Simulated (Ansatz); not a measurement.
# Tantalum, omega (AlB2-type) under RPBE: ground state and equation of state

Aim: take tantalum in the omega (AlB2-type) structure, relax it, solve it on a dense k-mesh, then scale the cell to 7 volumes from 88 to 112 % of the relaxed one and try a fit of the equation of state. Spin polarisation is left out. The k-meshes are 8×8×11 for the relaxation; 10×10×15 for the dense run; 9×9×13 for the volumes.

Method: DFT RPBE, plane waves (420 eV) with PAW, scalar-relativistic; PBE-made PAW files, in Ansatz 0.2.0.

### Step 1. Starting point

The structure is hexagonal, space group P6/mmm (No. 191). The conventional cell has a = 4.674 Å, b = 4.674 Å, c = 2.865 Å, α = 90.00°, β = 90.00°, γ = 120.00°. Ta (site symmetry 6/mmm) has 14 Ta at 2.86 to 3.05 Å as nearest neighbours. Ta (site symmetry -6m2) has 11 Ta at 2.70 to 3.05 Å as nearest neighbours.

Coordinates:

```
CELL_PARAMETERS angstrom
4.67351 0.00000 0.00000
-2.33676 4.04738 0.00000
0.00000 0.00000 2.86486
ATOMIC_POSITIONS crystal
Ta 0.00000 0.00000 0.00000
Ta 0.33333 0.66667 0.50000
Ta 0.66667 0.33333 0.50000
```

### Step 2. Relaxation of the cell

The input, input.yaml:

```yaml
crystal:
  lattice:
    - [4.6735112553, 0.0, 0.0]
    - [-2.3367556276, 4.047379472, 0.0]
    - [0.0, 0.0, 2.8648623995]
  atoms:
    - { symbol: Ta, position: [0.0, 0.0, 0.0] }
    - { symbol: Ta, position: [0.3333333333, 0.6666666667, 0.5] }
    - { symbol: Ta, position: [0.6666666667, 0.3333333333, 0.5] }
hamiltonian:
  xc: rpbe
  pseudopotentials:
    kind: paw
    azcp:
      Ta: "pseudopotentials/Ta.paw.azcp"
basis:
  ecutwfc: 420
  fft_grid_basis: typed
kpoints:
  mp_grid: { grid: [8, 8, 11], shift: [0, 0, 0] }
magnetization:
  spin_polarized: false
scf:
  occupations: { method: fermi_dirac, width: 0.1 }
relax:
  max_steps: 60
  f_tol: 0.01
  cell: {}
```

The log of the run:

```text
Warning: RAYON_NUM_THREADS=2 ignored (pool sized by the plan → 2); use --threads N
Engine: ansatz 0.2.0, aarch64-unknown-linux-gnu
Pseudopotentials: kind: paw
Pseudopotential: Ta, paw, valence charge 13, recommended cutoff 420 eV (normal), <dir>
Functional definition: RPBE
  parameter kappa = 0.804
  parameter beta = 0.06672455060314922
  exchange = rpbe_x(kappa = kappa, mu = beta*pi^2/3)
  correlation = pbe_c(beta = beta)
Crystal: 3 atoms, lattice volume = 54.190 Å³
Basis set: ecut = 420 eV, 1071 PW (Γ), exchange–correlation on 64×64×40 points (8 copies of the dense FFT grid, shifted against one another)
Bands: 24, of which v1, the nominal top of the filled ones, is band 20 counted from 1 (19 counted from 0)
Symmetry: 24 space group operations
Space group: P6/mmm (ITA 191), of the structure as read, at distance tolerance 3.8e-5 Å
k-points: 60 of 704
Non-local potential: Ta, projectors of the file, l = 0: 3, l = 1: 2, l = 2: 2, l = 3: 1
PAW form: soft (Blöchl's): semilocal exchange-correlation on the pseudo side does not see the compensation charge
PAW frozen core: Ta, regenerated for the run's functional, and the local potential with it (the file was generated under x = pbe(κ = 0.804, μ = 0.2195149727645171), c = pbe(β = 0.06672455060314922))
PAW one-centre angular grid: Ta, 590 points (default); XC on 64 Gauss nodes
Initial density: superposition of atomic densities (neutral atoms: chi_scale 0, normalization atom), corrected by the library's trained network
Initial wavefunctions: pseudopotential atomic-orbital guess
Functional: x = rpbe, c = pbe(β = 0.06672455060314922)
SCF iter   1: F=—  HF=-29833.478514 eV  |F-HF|=—  |Δ(HF+E_count)|=         —  Δρ=1.28e-2  dr2=1.94e-1  ethr=1.77e-3  ⟨swp⟩=4.8  Hψ=5974  notcnv=0
preconditioner: auto → none  [metal: Δε(μ)=0.021 eV  Ē_g=4.062 eV  σ=0.100 eV  W_gap=0.05  n_scr=8 (ndim 8)  ℏωp=19.5 eV  f_vac=0.000  D(μ)=3.00/eV (n_scr^D=32)  sad-step TF]
SCF iter   2: F=—  HF=-29833.468023 eV  |F-HF|=—  |Δ(HF+E_count)|=   1.05e-2  Δρ=9.05e-3  dr2=1.14e-1  ethr=4.97e-4  ⟨swp⟩=1.0  Hψ=1920  notcnv=0
SCF iter   3: F=—  HF=-29833.452605 eV  |F-HF|=—  |Δ(HF+E_count)|=   1.54e-2  Δρ=1.71e-3  dr2=1.11e-3  ethr=2.93e-4  ⟨swp⟩=2.0  Hψ=1861  notcnv=0
SCF iter   4: F=—  HF=-29833.452602 eV  |F-HF|=—  |Δ(HF+E_count)|=   3.37e-6  Δρ=3.09e-4  dr2=1.06e-4  ethr=2.86e-6  ⟨swp⟩=2.0  Hψ=1900  notcnv=0
SCF iter   5: F=—  HF=-29833.452587 eV  |F-HF|=—  |Δ(HF+E_count)|=   1.45e-5  Δρ=6.17e-5  dr2=3.37e-6  ethr=2.71e-7  ⟨swp⟩=2.1  Hψ=1825  notcnv=0
SCF iter   6: F=—  HF=-29833.452625 eV  |F-HF|=—  |Δ(HF+E_count)|=   3.79e-5  Δρ=1.29e-5  dr2=8.18e-8  ethr=2.56e-10  ⟨swp⟩=3.4  Hψ=6031  notcnv=0
SCF iter   7: F=-29833.452625 eV  HF=-29833.452625 eV  |F-HF|=5.17e-10  |Δ(HF+E_count)|=   4.80e-9  Δρ=2.95e-6  dr2=2.62e-9  ethr=2.10e-10  ⟨swp⟩=2.4  Hψ=5014  notcnv=0
SCF 1 converged in 7 iterations: F = -29833.452625 eV  dr2 = 2.62e-9
relax step   1: F+E_penalty+E_count = -29833.45262527 eV  Δ(F+E_penalty+E_count) = +0.000e0 eV  max|allowed force component| = 9.252e-17 eV/Å  Δτ_max = 0.0000 Å  P = +9.965 GPa  Ω = 54.190 Å³  (7 SCF iters, dr2 threshold 1.00e-7 eV, accepted)
Crystal: 3 atoms, lattice volume = 58.247 Å³
Basis set: ecut = 420 eV, 1155 PW (Γ), exchange–correlation on 64×64×40 points (8 copies of the dense FFT grid, shifted against one another)
Initial density: handed on by an earlier stage of this run
Initial wavefunctions: those handed on with the density
iter 1 solved again at ethr=1.92e-4 eV; its pass at ethr=3.10e-3 eV (dr2=7.49e-2 eV) is discarded
SCF iter   1: F=—  HF=-29833.788794 eV  |F-HF|=—  |Δ(HF+E_count)|=         —  Δρ=1.15e-2  dr2=7.55e-2  ethr=1.92e-4  ⟨swp⟩=1.0  Hψ=9326  notcnv=0
preconditioner: auto → none  [metal: Δε(μ)=0.008 eV  Ē_g=3.895 eV  σ=0.100 eV  W_gap=0.02  n_scr=8 (ndim 8)  ℏωp=18.8 eV  f_vac=0.000  D(μ)=3.68/eV (n_scr^D=32)]
SCF iter   2: F=—  HF=-29833.765667 eV  |F-HF|=—  |Δ(HF+E_count)|=   2.31e-2  Δρ=3.17e-3  dr2=3.16e-3  ethr=1.92e-4  ⟨swp⟩=2.2  Hψ=1899  notcnv=0
SCF iter   3: F=—  HF=-29833.765416 eV  |F-HF|=—  |Δ(HF+E_count)|=   2.51e-4  Δρ=8.66e-4  dr2=1.41e-4  ethr=8.12e-6  ⟨swp⟩=2.4  Hψ=2012  notcnv=0
SCF iter   4: F=—  HF=-29833.765518 eV  |F-HF|=—  |Δ(HF+E_count)|=   1.02e-4  Δρ=1.51e-4  dr2=1.12e-5  ethr=3.61e-7  ⟨swp⟩=2.3  Hψ=1977  notcnv=0
SCF iter   5: F=—  HF=-29833.765519 eV  |F-HF|=—  |Δ(HF+E_count)|=   1.20e-6  Δρ=1.92e-5  dr2=3.96e-7  ethr=2.88e-8  ⟨swp⟩=2.1  Hψ=1809  notcnv=0
SCF iter   6: F=-29833.765519 eV  HF=-29833.765519 eV  |F-HF|=1.47e-9  |Δ(HF+E_count)|=   5.33e-8  Δρ=4.82e-6  dr2=5.08e-9  ethr=7.69e-10  ⟨swp⟩=4.0  Hψ=4508  notcnv=0
SCF 2 converged in 6 iterations: F = -29833.765519 eV  dr2 = 5.08e-9
relax step   2: F+E_penalty+E_count = -29833.76551911 eV  Δ(F+E_penalty+E_count) = -3.129e-1 eV  max|allowed force component| = 9.252e-17 eV/Å  Δτ_max = 0.0000 Å  P = -3.909 GPa  Ω = 58.247 Å³  energy of the carried Pulay correction = -1.770e-3 eV  (6 SCF iters, dr2 threshold 3.00e-7 eV, accepted)
Crystal: 3 atoms, lattice volume = 57.404 Å³
Basis set: ecut = 420 eV, 1119 PW (Γ), exchange–correlation on 64×64×40 points (8 copies of the dense FFT grid, shifted against one another)
iter 1 solved again at ethr=7.56e-6 eV; its pass at ethr=3.10e-3 eV (dr2=2.95e-3 eV) is discarded
SCF iter   1: F=—  HF=-29833.792177 eV  |F-HF|=—  |Δ(HF+E_count)|=         —  Δρ=2.15e-3  dr2=3.01e-3  ethr=7.56e-6  ⟨swp⟩=1.9  Hψ=8568  notcnv=0
preconditioner: auto → none  [metal: Δε(μ)=0.024 eV  Ē_g=3.962 eV  σ=0.100 eV  W_gap=0.06  n_scr=8 (ndim 8)  ℏωp=19.0 eV  f_vac=0.000  D(μ)=3.52/eV (n_scr^D=32)]
SCF iter   2: F=—  HF=-29833.791311 eV  |F-HF|=—  |Δ(HF+E_count)|=   8.66e-4  Δρ=5.62e-4  dr2=1.07e-4  ethr=7.56e-6  ⟨swp⟩=2.3  Hψ=1861  notcnv=0
SCF iter   3: F=—  HF=-29833.791328 eV  |F-HF|=—  |Δ(HF+E_count)|=   1.61e-5  Δρ=1.66e-4  dr2=4.50e-6  ethr=2.75e-7  ⟨swp⟩=2.2  Hψ=2051  notcnv=0
iter 4 did not close the SCF: its close was put off for the readings that it lacked (scf_convergence_deferred on its scf_iter line)
SCF iter   4: F=-29833.791332 eV  HF=-29833.791332 eV  |F-HF|=1.13e-7  |Δ(HF+E_count)|=   4.55e-6  Δρ=1.43e-5  dr2=1.68e-7  ethr=1.15e-8  ⟨swp⟩=2.2  Hψ=2069  notcnv=0
iter 5 did not close the SCF: its close was put off for the readings that it lacked (scf_convergence_deferred on its scf_iter line)
SCF iter   5: F=-29833.791332 eV  HF=-29833.791332 eV  |F-HF|=1.56e-9  |Δ(HF+E_count)|=   2.21e-9  Δρ=2.80e-6  dr2=4.38e-9  ethr=4.32e-10  ⟨swp⟩=2.0  Hψ=1796  notcnv=0
SCF iter   6: F=-29833.791332 eV  HF=-29833.791332 eV  |F-HF|=4.77e-10  |Δ(HF+E_count)|=  2.00e-10  Δρ=8.16e-7  dr2=6.56e-10  ethr=1.12e-11  ⟨swp⟩=1.5  Hψ=3802  notcnv=0
SCF 3 converged in 6 iterations: F = -29833.791332 eV  dr2 = 6.56e-10
relax step   3: F+E_penalty+E_count = -29833.79133211 eV  Δ(F+E_penalty+E_count) = -2.581e-2 eV  max|allowed force component| = 2.776e-17 eV/Å  Δτ_max = 0.0000 Å  P = -1.351 GPa  Ω = 57.404 Å³  energy of the carried Pulay correction = -1.439e-3 eV  (6 SCF iters, dr2 threshold 3.00e-7 eV, accepted)
Crystal: 3 atoms, lattice volume = 56.926 Å³
iter 1 solved again at ethr=2.21e-7 eV; its pass at ethr=3.10e-3 eV (dr2=8.63e-5 eV) is discarded
SCF iter   1: F=—  HF=-29833.793585 eV  |F-HF|=—  |Δ(HF+E_count)|=         —  Δρ=3.86e-4  dr2=9.44e-5  ethr=2.21e-7  ⟨swp⟩=3.1  Hψ=8429  notcnv=0
preconditioner: auto → none  [metal: Δε(μ)=0.017 eV  Ē_g=3.996 eV  σ=0.100 eV  W_gap=0.04  n_scr=8 (ndim 8)  ℏωp=19.1 eV  f_vac=0.000  D(μ)=3.46/eV (n_scr^D=32)]
SCF iter   2: F=—  HF=-29833.793581 eV  |F-HF|=—  |Δ(HF+E_count)|=   4.45e-6  Δρ=1.30e-4  dr2=3.86e-6  ethr=2.21e-7  ⟨swp⟩=2.1  Hψ=1774  notcnv=0
iter 3 did not close the SCF: its close was put off for the readings that it lacked (scf_convergence_deferred on its scf_iter line)
SCF iter   3: F=-29833.793585 eV  HF=-29833.793584 eV  |F-HF|=4.76e-7  |Δ(HF+E_count)|=   3.16e-6  Δρ=4.06e-5  dr2=2.49e-7  ethr=9.90e-9  ⟨swp⟩=2.0  Hψ=1840  notcnv=0
iter 4 did not close the SCF: its close was put off for the readings that it lacked (scf_convergence_deferred on its scf_iter line)
SCF iter   4: F=-29833.793585 eV  HF=-29833.793585 eV  |F-HF|=4.30e-8  |Δ(HF+E_count)|=   5.12e-7  Δρ=6.17e-6  dr2=5.38e-8  ethr=6.38e-10  ⟨swp⟩=2.1  Hψ=2024  notcnv=0
iter 5 did not close the SCF: its close was put off for the readings that it lacked (scf_convergence_deferred on its scf_iter line)
SCF iter   5: F=-29833.793585 eV  HF=-29833.793585 eV  |F-HF|=9.82e-11  |Δ(HF+E_count)|=   6.25e-9  Δρ=9.77e-7  dr2=3.62e-10  ethr=1.38e-10  ⟨swp⟩=2.1  Hψ=1717  notcnv=0
SCF iter   6: F=-29833.793585 eV  HF=-29833.793585 eV  |F-HF|=1.09e-11  |Δ(HF+E_count)|=  1.46e-11  Δρ=1.67e-7  dr2=1.25e-11  ethr=1.00e-12  ⟨swp⟩=1.0  Hψ=4049  notcnv=0
SCF 4 converged in 6 iterations: F = -29833.793585 eV  dr2 = 1.25e-11
relax step   4: F+E_penalty+E_count = -29833.79358460 eV  Δ(F+E_penalty+E_count) = -2.252e-3 eV  max|allowed force component| = 7.401e-17 eV/Å  Δτ_max = 0.0000 Å  P = +0.131 GPa  Ω = 56.926 Å³  energy of the carried Pulay correction = -1.242e-3 eV  (6 SCF iters, dr2 threshold 3.00e-7 eV, accepted)
Crystal: 3 atoms, lattice volume = 56.971 Å³
iter 1 solved again at ethr=6.41e-9 eV; its pass at ethr=3.10e-3 eV (dr2=2.50e-6 eV) is discarded
SCF iter   1: F=—  HF=-29833.793594 eV  |F-HF|=—  |Δ(HF+E_count)|=         —  Δρ=9.46e-5  dr2=5.21e-6  ethr=6.41e-9  ⟨swp⟩=3.5  Hψ=8686  notcnv=0
preconditioner: auto → none  [metal: Δε(μ)=0.023 eV  Ē_g=3.995 eV  σ=0.100 eV  W_gap=0.06  n_scr=8 (ndim 8)  ℏωp=19.1 eV  f_vac=0.000  D(μ)=3.46/eV (n_scr^D=32)]
SCF iter   2: F=—  HF=-29833.793600 eV  |F-HF|=—  |Δ(HF+E_count)|=   5.75e-6  Δρ=2.65e-5  dr2=2.25e-7  ethr=6.41e-9  ⟨swp⟩=2.5  Hψ=2336  notcnv=0
iter 3 did not close the SCF: its close was put off for the readings that it lacked (scf_convergence_deferred on its scf_iter line)
SCF iter   3: F=-29833.793600 eV  HF=-29833.793600 eV  |F-HF|=6.61e-9  |Δ(HF+E_count)|=   4.08e-9  Δρ=7.73e-6  dr2=1.07e-8  ethr=5.78e-10  ⟨swp⟩=2.4  Hψ=2255  notcnv=0
iter 4 did not close the SCF: its close was put off for the readings that it lacked (scf_convergence_deferred on its scf_iter line)
SCF iter   4: F=-29833.793600 eV  HF=-29833.793600 eV  |F-HF|=2.07e-10  |Δ(HF+E_count)|=   7.46e-9  Δρ=2.09e-6  dr2=1.59e-9  ethr=2.74e-11  ⟨swp⟩=2.3  Hψ=1846  notcnv=0
iter 5 did not close the SCF: its close was put off for the readings that it lacked (scf_convergence_deferred on its scf_iter line)
SCF iter   5: F=-29833.793600 eV  HF=-29833.793600 eV  |F-HF|=1.09e-11  |Δ(HF+E_count)|=  5.13e-10  Δρ=1.85e-7  dr2=1.01e-11  ethr=4.09e-12  ⟨swp⟩=2.1  Hψ=1815  notcnv=0
SCF iter   6: F=-29833.793600 eV  HF=-29833.793600 eV  |F-HF|=0.00e0  |Δ(HF+E_count)|=  2.18e-11  Δρ=4.42e-8  dr2=4.76e-13  ethr=1.00e-12  ⟨swp⟩=1.0  Hψ=3120  notcnv=0
SCF 5 converged in 6 iterations: F = -29833.793600 eV  dr2 = 4.76e-13
relax step   5: F+E_penalty+E_count = -29833.79359989 eV  Δ(F+E_penalty+E_count) = -1.529e-5 eV  max|allowed force component| = 9.252e-18 eV/Å  Δτ_max = 0.0000 Å  P = -0.002 GPa  Ω = 56.971 Å³  energy of the carried Pulay correction = -1.261e-3 eV  (6 SCF iters, dr2 threshold 9.99e-8 eV, accepted)
Basis set: ecut = 420 eV, 1119 PW (Γ), exchange–correlation on 72×72×40 points (8 copies of the dense FFT grid, shifted against one another)
Initial wavefunctions: pseudopotential atomic-orbital guess (no wavefunctions were taken with the density)
iter 1 solved again at ethr=6.64e-8 eV; its pass at ethr=3.10e-3 eV (dr2=2.59e-5 eV) is discarded
SCF iter   1: F=—  HF=-29833.795550 eV  |F-HF|=—  |Δ(HF+E_count)|=         —  Δρ=4.93e-4  dr2=5.23e-6  ethr=6.64e-8  ⟨swp⟩=4.1  Hψ=9895  notcnv=0
SCF iter   2: F=—  HF=-29833.795751 eV  |F-HF|=—  |Δ(HF+E_count)|=   2.00e-4  Δρ=2.45e-4  dr2=1.22e-6  ethr=1.34e-8  ⟨swp⟩=1.1  Hψ=1469  notcnv=0
SCF iter   3: F=—  HF=-29833.795814 eV  |F-HF|=—  |Δ(HF+E_count)|=   6.32e-5  Δρ=6.64e-6  dr2=3.90e-9  ethr=3.14e-9  ⟨swp⟩=2.1  Hψ=2359  notcnv=0
SCF iter   4: F=—  HF=-29833.795814 eV  |F-HF|=—  |Δ(HF+E_count)|=   3.49e-8  Δρ=9.81e-7  dr2=1.30e-9  ethr=1.00e-11  ⟨swp⟩=2.6  Hψ=2640  notcnv=0
iter 5 did not close the SCF: its close was put off for the readings that it lacked (scf_convergence_deferred on its scf_iter line)
SCF iter   5: F=-29833.795814 eV  HF=-29833.795814 eV  |F-HF|=1.09e-11  |Δ(HF+E_count)|=  1.89e-10  Δρ=2.45e-7  dr2=1.54e-11  ethr=3.33e-12  ⟨swp⟩=2.0  Hψ=1683  notcnv=0
SCF iter   6: F=-29833.795814 eV  HF=-29833.795814 eV  |F-HF|=3.64e-12  |Δ(HF+E_count)|=  1.46e-11  Δρ=4.38e-8  dr2=5.39e-13  ethr=1.00e-12  ⟨swp⟩=4.6  Hψ=6036  notcnv=0
SCF 6 converged in 6 iterations: F = -29833.795814 eV  dr2 = 5.39e-13
relax step   6: F+E_penalty+E_count = -29833.79581390 eV  Δ(F+E_penalty+E_count) = -2.214e-3 eV  max|allowed force component| = 4.318e-17 eV/Å  Δτ_max = 0.0000 Å  P = +0.026 GPa  Ω = 56.971 Å³  stress off target by 4.64e-2 GPa  SCF on the basis re-selected at this cell (its energy is not comparable with the rows above)  (6 SCF iters)
basis re-selected at this cell: Δ(F+E_penalty+E_count) = -2.214e-3 eV, ΔP = +0.028 GPa vs the last step (what re-selecting the basis moved, of the pressure what is left beyond the Pulay correction that the steps carried, after the strain that the cell walked since its last selection, with what the two solves' SCF thresholds leave and, on support functions, any second-order correction that the steps lacked; it is no measure of the basis error at this ecutwfc). The dense FFT grid was sized anew with the basis: this SCF ran on 36×36×20 points, the steps before it on 32×32×20, so part of this shift can come from that change (see relax.cell in the input reference). This SCF's stress stands 4.64e-2 GPa from its target on what of the cell is left free (relax.cell.stress_tol is 5.00e-2 GPa) and its largest allowed force component is 4.32e-17 eV/Å (relax.f_tol is 1.00e-2 eV/Å): within both
SCF converged after 6 iterations
Free energy (F): -29833.795814 eV
Harris-Foulkes:  -29833.795814 eV  (|F-HF|=3.64e-12)
Internal energy: -29833.684219 eV  (E = F + TS)
E sigma→0 (E₀):  -29833.740016 eV
Entropy (-TS):   -0.111595 eV (-37.198 meV/atom)
Fermi energy:    17.941295 eV
--- Per-component energies (eV) ---
  E_band       = -351.534432
  E_kinetic    = 1094.554829
  E_local      = -1747.771794  (includes V_loc(G=0)·N_el)
  E_nonlocal   = 41.039247
  E_hartree    = 603.036998
  E_xc         = -654.940672
  E_vxc        = -609.895399  (∫ρ·V_xc dr)
  E_paw        = -25226.032600  (= ΣΔE_a)
  E_vpaw       = -335.535712  (= ΣTr[D̂ρ^β])
  E_aug_tail   = 0.000425  (compensation charges beyond the density's cutoff)
  E_ewald      = -3943.487171
  E_core_change = -0.083480  (= ΣΔE_core)
  E_smearing   = -0.111595  (= −TS)
  E_closure    = 0.000000  (closes the sum)
  Σ components = -29833.795814   (vs F -29833.795814, Δ=0.00e0)
--- Forces (eV/Å), atoms counted from 1 ---
  atom   1  Ta     0.00000000     0.00000000     0.00000000
  atom   2  Ta    -0.00000000     0.00000000     0.00000000
  atom   3  Ta     0.00000000    -0.00000000     0.00000000
  max |Σ_I F_I| component: 9.25e-18 eV/Å
--- Stress (GPa, compression-positive) ---
        0.046373       0.000000       0.000000
        0.000000       0.046373       0.000000
        0.000000       0.000000      -0.014044
  P = ⅓ Tr σ = 0.0262 GPa (0.262 kbar)
--- Relaxed structure (5 steps of the walk, 5 accepted, 1 SCFs on fresh bases) ---
  F+E_penalty+E_count = -29833.79581390 eV   max|allowed force component| = 4.318e-17 eV/Å   (the final SCF, on the basis selected at the relaxed cell)
  cell:  # Å, volume = 56.9708 Å³
    - [4.893196223245557, -3.022431996262532e-11, 0.0]
    - [-2.4465981115966033, 4.237632235047835, 0.0]
    - [0.0, 0.0, 2.747492924418445]
  atoms:
    - { symbol: Ta, position: [9.3093218447817e-36, -6.608974322875297e-35, 0.0] }
    - { symbol: Ta, position: [0.3333333333333333, 0.6666666666666665, 0.49999999999999994] }
    - { symbol: Ta, position: [0.6666666666666666, 0.33333333333333337, 0.49999999999999994] }
```

It took 9.8 s on 2 threads of Arm Neoverse V2, shared host; peak memory 0.36 GiB.

The steps of the relaxation:

```tsv
step	energy change (meV/atom)	largest force (eV/Å)	pressure (GPa)	volume (Å³/atom)
1	0.00	0.0000	9.97	18.063
2	-104.30	0.0000	-3.91	19.416
3	-112.90	0.0000	-1.35	19.135
4	-113.65	0.0000	0.13	18.975
5	-113.66	0.0000	0.00	18.990
6	-114.40	0.0000	0.03	18.990
```

Steps that repeat a cell are solved on a basis chosen anew, so their changes of energy are no gain of the relaxation.

Changes in the cell that was computed:

|  | before | after | change |
| --- | --- | --- | --- |
| a (Å) | 4.674 | 4.893 | +4.7 % |
| b (Å) | 4.674 | 4.893 | +4.7 % |
| c (Å) | 2.865 | 2.747 | -4.1 % |
| volume (Å³/atom) | 18.063 | 18.990 | +5.1 % |
| shortest distance (Å) | 2.698 | 2.747 | +1.8 % |
| space group (spins left aside) | P6/mmm | P6/mmm | same |

### Step 3. The energy on a finer k-mesh

The input, input.yaml:

```yaml
crystal:
  lattice:
    - [4.8931962232, 0.0, 0.0]
    - [-2.4465981116, 4.237632235, 0.0]
    - [0.0, 0.0, 2.7474929244]
  atoms:
    - { symbol: Ta, position: [0.0, 1.0, 0.0] }
    - { symbol: Ta, position: [0.3333333333, 0.6666666667, 0.5] }
    - { symbol: Ta, position: [0.6666666667, 0.3333333333, 0.5] }
hamiltonian:
  xc: rpbe
  pseudopotentials:
    kind: paw
    azcp:
      Ta: "pseudopotentials/Ta.paw.azcp"
basis:
  ecutwfc: 420
  fft_grid_basis: typed
kpoints:
  mp_grid: { grid: [10, 10, 15], shift: [0, 0, 0] }
magnetization:
  spin_polarized: false
scf:
  occupations: { method: fermi_dirac, width: 0.1 }
```

The log of the run, shortened:

```text
Warning: RAYON_NUM_THREADS=2 ignored (pool sized by the plan → 2); use --threads N
[...]
[... 3 set-up lines as earlier in the session ...]
[...]
Crystal: 3 atoms, lattice volume = 56.971 Å³
Basis set: ecut = 420 eV, 1119 PW (Γ)
Bands: 24, of which v1, the nominal top of the filled ones, is band 20 counted from 1 (19 counted from 0)
[... 2 set-up lines as earlier in the session ...]
k-points: 112 of 1500
[...]
SCF iter   1: F=—  HF=-29833.814307 eV  |F-HF|=—  |Δ(HF+E_count)|=         —  Δρ=9.90e-3  dr2=1.06e-1  ethr=1.77e-3  ⟨swp⟩=4.8  Hψ=11188  notcnv=0
[...]
SCF iter   6: F=-29833.802179 eV  HF=-29833.802179 eV  |F-HF|=6.14e-9  |Δ(HF+E_count)|=   2.23e-8  Δρ=7.11e-6  dr2=1.98e-8  ethr=2.56e-10  ⟨swp⟩=3.0  Hψ=6074  notcnv=0
[...]
SCF converged after 6 iterations
Free energy (F): -29833.802179 eV
[...]
E sigma→0 (E₀):  -29833.750448 eV
Entropy (-TS):   -0.103462 eV (-34.487 meV/atom)
Fermi energy:    17.951338 eV
[...]
```

Wall time 2.5 s (2 threads of Arm Neoverse V2, shared host); peak memory 0.37 GiB.

### Step 4. Volume × 0.88

input.yaml: that of step 3 with these lines changed.

```diff
@@ -2,5 +2,5 @@
   lattice:
-    - [4.8931962232, 0.0, 0.0]
-    - [-2.4465981116, 4.237632235, 0.0]
-    - [0.0, 0.0, 2.7474929244]
+    - [4.6890715097, 0.0, 0.0]
+    - [-2.3445357548, 4.0608550476, 0.0]
+    - [0.0, 0.0, 2.632878431]
   atoms:
@@ -19,3 +19,3 @@
 kpoints:
-  mp_grid: { grid: [10, 10, 15], shift: [0, 0, 0] }
+  mp_grid: { grid: [9, 9, 13], shift: [0, 0, 0] }
 magnetization:
@@ -24 +24,4 @@
   occupations: { method: fermi_dirac, width: 0.1 }
+  lower_state_search: "off"
+output:
+  stress: true
```

The log of the run, shortened:

```text
Warning: RAYON_NUM_THREADS=2 ignored (pool sized by the plan → 2); use --threads N
[...]
[... 3 set-up lines as earlier in the session ...]
[...]
Crystal: 3 atoms, lattice volume = 50.134 Å³
Basis set: ecut = 420 eV, 975 PW (Γ)
Bands: 24, of which v1, the nominal top of the filled ones, is band 20 counted from 1 (19 counted from 0)
[... 1 set-up line as earlier in the session ...]
Space group: P6/mmm (ITA 191), of the structure as read, at distance tolerance 3.7e-5 Å
k-points: 84 of 1053
[...]
SCF iter   1: F=—  HF=-29833.272772 eV  |F-HF|=—  |Δ(HF+E_count)|=         —  Δρ=1.34e-2  dr2=1.12e-1  ethr=1.77e-3  ⟨swp⟩=5.0  Hψ=8377  notcnv=0
[...]
SCF iter   6: F=-29833.251443 eV  HF=-29833.251443 eV  |F-HF|=2.87e-9  |Δ(HF+E_count)|=   8.60e-8  Δρ=7.25e-6  dr2=7.99e-9  ethr=2.56e-10  ⟨swp⟩=4.9  Hψ=7483  notcnv=0
[...]
SCF converged after 6 iterations
Free energy (F): -29833.251443 eV
[...]
E sigma→0 (E₀):  -29833.205887 eV
Entropy (-TS):   -0.091111 eV (-30.370 meV/atom)
Fermi energy:    20.680387 eV
[...]
--- Stress (GPa, compression-positive) ---
       27.895585       0.000000       0.000000
        0.000000      27.895585       0.000000
        0.000000       0.000000      30.417672
  P = ⅓ Tr σ = 28.7363 GPa (287.363 kbar)
```

It took 2.1 s on 2 threads of Arm Neoverse V2, shared host; peak memory 0.35 GiB.

[end of part 1 of 2]
